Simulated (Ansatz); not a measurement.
# CdO in Ansatz, vacancy hop by nudged elastic band

Run with:

```bash
ansatz run input.yaml --threads 4 --pin off --max-ram 8192MiB --backend cpu --events-out ev --progress --plain --runs-dir out
```

Input:

```yaml
crystal:
  lattice:
    - [0.0, 4.693116, 4.693116]
    - [4.693116, 0.0, 4.693116]
    - [4.693116, 4.693116, 0.0]
  atoms:
    - { symbol: O, position: [0.24589512, 0.25007758, 0.25696774] }
    - { symbol: Cd, position: [0.00367988, -0.00445164, 0.49777983] }
    - { symbol: O, position: [0.25130825, 0.25133193, 0.74483924] }
    - { symbol: Cd, position: [0.00201142, 0.50143103, 0.00142754] }
    - { symbol: O, position: [0.24941495, 0.74838508, 0.25143366] }
    - { symbol: Cd, position: [0.00287872, 0.50129317, 0.50114293] }
    - { symbol: O, position: [0.24587321, 0.7483535, 0.75117726] }
    - { symbol: Cd, position: [0.50409252, 0.00098193, -0.00285076] }
    - { symbol: O, position: [0.75178495, 0.25631173, 0.24659985] }
    - { symbol: Cd, position: [0.50401419, -0.00183035, 0.50500164] }
    - { symbol: O, position: [0.74918009, 0.25372217, 0.74952922] }
    - { symbol: Cd, position: [0.50124083, 0.50513114, -0.00093661] }
    - { symbol: O, position: [0.75159414, 0.75182508, 0.24684432] }
    - { symbol: Cd, position: [0.49585902, 0.50326892, 0.5043683] }
    - { symbol: O, position: [0.74939339, 0.75317194, 0.74050602] }
kpoints:
  mp_grid: { grid: [3, 3, 3] }
magnetization:
  spin_polarized: false
scf:
  occupations: { method: gaussian, width: 0.1 }
hamiltonian:
  pseudopotentials: { kind: paw }
  xc: pbe
basis:
  ecutwfc: 420
neb:
  images: 3
  relax_end_points: true
  climbing: true
  f_tol: 0.1
  max_iterations: 40
  order_check: false
  final_atoms:
    - { symbol: O, position: [0.24589512, 0.25007758, 0.25696774] }
    - { symbol: Cd, position: [0.00367988, -0.00445164, 0.49777983] }
    - { symbol: O, position: [0.25130825, 0.25133193, 0.74483924] }
    - { symbol: Cd, position: [0.00201142, 0.50143103, 0.00142754] }
    - { symbol: O, position: [0.24941495, 0.74838508, 0.25143366] }
    - { symbol: Cd, position: [0.00906274, 0.99585813, 0.00198757] }
    - { symbol: O, position: [0.24587321, 0.7483535, 0.75117726] }
    - { symbol: Cd, position: [0.50409252, 0.00098193, -0.00285076] }
    - { symbol: O, position: [0.75178495, 0.25631173, 0.24659985] }
    - { symbol: Cd, position: [0.50401419, -0.00183035, 0.50500164] }
    - { symbol: O, position: [0.74918009, 0.25372217, 0.74952922] }
    - { symbol: Cd, position: [0.50124083, 0.50513114, -0.00093661] }
    - { symbol: O, position: [0.75159414, 0.75182508, 0.24684432] }
    - { symbol: Cd, position: [0.49585902, 0.50326892, 0.5043683] }
    - { symbol: O, position: [0.74939339, 0.75317194, 0.74050602] }
```

Origin of the cell: a database entry, scaled a little.

The cell is 2×2×2 cells of CdO with one Cd taken out; atom 6 (Cd) hops into the empty site, 3.30 Å away before the end points are relaxed. All atoms were shaken by about 0.02 Å first.

Output (shortened):

```
Warning: neb: disabling space-group detection — the band's intermediate images generally break the endpoint symmetry, so no spatial operation reduces the k-mesh or symmetrises the density, ex […]
Pseudopotentials: kind: paw
Pseudopotential: O, paw, valence charge 6, recommended cutoff 420 eV (normal), O.paw.azcp
Pseudopotential: Cd, paw, valence charge 20, recommended cutoff 420 eV (normal), Cd.paw.azcp
Functional definition: PBE
  exchange = pbe_x(kappa = kappa, mu = beta*pi^2/3)
  correlation = pbe_c(beta = beta)
parallel-image band execution: 3 concurrent image workers
NEB image 0
Crystal: 15 atoms, lattice volume = 206.735 Å³
Basis set: ecut = 420 eV, 4015 PW (Γ), exchange–correlation on 90×90×90 points (8 copies of the dense FFT grid, shifted against one another)
Bands: 113, of which v1, the nominal top of the filled ones, is band 94 counted from 1 (93 counted from 0)
[… 6 lines left out …]
Initial density: superposition of atomic densities (neutral atoms: chi_scale 0, normalization atom), corrected by the library's trained network
Functional: x = pbe(κ = 0.804, μ = 0.219515), c = pbe(β = 0.066725)
SCF iter   1: F=—  HF=-62312.802843 eV  Δρ=1.92e-3  dr2=3.75e-3  defer=38
SCF iter   2: F=—  HF=-62312.803770 eV  Δρ=9.99e-4  dr2=1.60e-3  defer=65
SCF iter   3: F=—  HF=-62312.803587 eV  Δρ=4.60e-4  dr2=6.29e-4  defer=65
[… 4 lines left out …]
SCF iter   8: F=—  HF=-62312.803257 eV  Δρ=1.31e-5  dr2=5.98e-7  defer=65
SCF iter   9: F=—  HF=-62312.803257 eV  Δρ=6.76e-6  dr2=1.41e-7  defer=65
SCF iter  10: F=-62312.803257 eV  HF=-62312.803257 eV  Δρ=4.48e-6  dr2=6.31e-8
NEB iter   1: max|band force component| = 5.865e0 eV/Å  barrier→ = 3.4995 eV  barrier← = 3.4993 eV  Δτ_max = 0.1932 Å  (59 SCF iters)
NEB iter   2: max|band force component| = 1.863e0 eV/Å  barrier→ = 1.3601 eV  barrier← = 1.3599 eV  Δτ_max = 0.0610 Å  (38 SCF iters)
NEB iter   3: max|band force component| = 6.934e-1 eV/Å  barrier→ = 1.0690 eV  barrier← = 1.0689 eV  Δτ_max = 0.0636 Å  (36 SCF iters)
NEB iter   4: max|band force component| = 1.432e-1 eV/Å  barrier→ = 0.9570 eV  barrier← = 0.9568 eV  CI = image 2  Δτ_max = 0.0507 Å  (37 SCF iters)
NEB iter   5: max|band force component| = 5.221e-2 eV/Å  barrier→ = 0.9321 eV  barrier← = 0.9319 eV  CI = image 2  Δτ_max = 0.0000 Å  (29 SCF iters)
--- NEB band (5 images, 5 band iterations, 199 SCF iterations, 74 more in tests of the images' electronic states and relaxations of end points) ---
  forward barrier  = 0.932068 eV
  backward barrier = 0.931904 eV
  lagrangian_above_aufbau_ev (what the smearing adds, to first order; not taken off the barriers): saddle image -0.032107 eV, end points -0.073359 and -0.072856 eV
  climbing image's point = of an order that was not read
  energies are F+E_penalty+E_count in eV, relative to image 0
  image     s (Å)  Δ vs image 0  max|band force component| (eV/Å)
      0    0.0000      0.000000                                 —
      1    0.8971      0.506812                          5.221e-2
  *   2    1.7941      0.932068                          5.199e-2
      3    2.6915      0.506379                          5.216e-2
      4    3.5890      0.000165                                 —
```

The converged band:

```csv
image,path over all atoms (Å),ΔF (eV),Cd x,y,z (Å)
0,0.00,0.000,4.70,2.35,2.36
1,0.90,0.507,4.70,1.80,2.90
2,1.79,0.932,4.70,1.17,3.53
3,2.69,0.506,4.70,0.55,4.16
4,3.59,0.000,4.69,0.00,4.70
```

Relaxed start, forces in eV/Å:

```xyz
15
Lattice="0.000 4.693 4.693 4.693 0.000 4.693 4.693 4.693 0.000" Properties=species:S:1:pos:R:3:forces:R:3 pbc="T T T" image=0
O     2.351    2.348    2.355   -0.001    0.000    0.001
Cd    2.350    2.347    0.008    0.002    0.000    0.001
O     4.697    4.694    2.468    0.001   -0.002   -0.001
Cd    2.351    0.001    2.355    0.000    0.000   -0.001
O     4.697    2.460    4.702    0.001   -0.001    0.000
Cd    4.697    2.347    2.355   -0.002    0.000   -0.001
O     6.931    4.693    4.700    0.001    0.000    0.003
Cd    0.004    2.347    2.355    0.000    0.001    0.000
O     2.463    4.694    4.703   -0.001    0.000   -0.003
Cd    2.351    4.694    2.355   -0.001   -0.002    0.000
O     4.697    6.928    4.702   -0.001    0.001    0.000
Cd    2.351    2.347    4.702    0.001    0.002   -0.002
O     4.698    4.694    6.935    0.000    0.000    0.001
Cd    4.697    4.694    4.702    0.000    0.000    0.000
O     7.044    7.040    7.048    0.000    0.002    0.000
```

Highest image (2), forces in eV/Å:

```xyz
15
Lattice="0.000 4.693 4.693 4.693 0.000 4.693 4.693 4.693 0.000" Properties=species:S:1:pos:R:3:forces:R:3 pbc="T T T" image=2
O     2.422    2.272    2.431    0.034   -0.002    0.001
Cd    2.511    2.447    0.108   -0.051    0.012    0.013
O     4.696    4.795    2.456    0.000    0.021    0.021
Cd    2.189   -0.097    2.256    0.052   -0.014   -0.015
O     4.696    2.598    4.952    0.000   -0.050   -0.050
Cd    4.696    1.175    3.529    0.000    0.000    0.000
O     7.115    4.771    4.625    0.034    0.002   -0.001
Cd    0.003    2.296    2.407   -0.001    0.003   -0.003
O     2.278    4.771    4.626   -0.034    0.002   -0.001
Cd    2.511    4.596    2.256   -0.051   -0.013   -0.012
O     4.697    6.941    4.601    0.000   -0.020   -0.020
Cd    2.189    2.447    4.801    0.052    0.014    0.014
O     4.697    4.445    6.798    0.000    0.049    0.049
Cd    4.696    4.747    4.650   -0.001   -0.003    0.002
O     6.971    6.965    7.125   -0.034   -0.001    0.001
```

Relaxed end, forces in eV/Å:

```xyz
15
Lattice="0.000 4.693 4.693 4.693 0.000 4.693 4.693 4.693 0.000" Properties=species:S:1:pos:R:3:forces:R:3 pbc="T T T" image=4
O     2.239    2.351    2.357   -0.005    0.000   -0.008
Cd    2.347    2.350    0.006    0.000   -0.008    0.008
O     4.699    4.809    2.354   -0.013   -0.002    0.004
Cd    2.354    0.008    2.355   -0.005   -0.009   -0.004
O     4.693    2.348    4.816    0.011    0.004   -0.003
Cd    4.695    0.002    4.703    0.008   -0.002   -0.002
O     7.042    4.697    4.699   -0.001   -0.004    0.012
Cd    0.003    2.348    2.356    0.003    0.005   -0.002
O     2.348    4.695    4.703    0.006    0.009   -0.007
Cd    2.349    4.695    2.355    0.007    0.006    0.005
O     4.694    7.041    4.589    0.000    0.000    0.000
Cd    2.346    2.350    4.705    0.000    0.001   -0.007
O     4.698    4.581    7.048   -0.004    0.005   -0.001
Cd    4.696    4.693    4.699   -0.007    0.004    0.004
O     7.154    7.044    7.049    0.000   -0.008    0.002
```

Barrier of this path: 0.93 eV forwards, 0.93 eV backwards, after 5 band iterations.

Caveats: no spin, though holes on the anions or broken bonds may carry moments; the k mesh is coarse if the cell is a metal; a small cell with a neutral vacancy and no spin, whose shape can make like sites unlike; the cell is held at a rescaled volume, and strain moves barriers; the hop was drawn among near neighbours and need not be the easiest path; few images and a loose tolerance, and neither the top nor the ends were tested for their order.

It ran for 5.7 min on 4 threads of Arm Neoverse V1, on a shared host, peak memory 1.6 GiB, from the program's own first density.
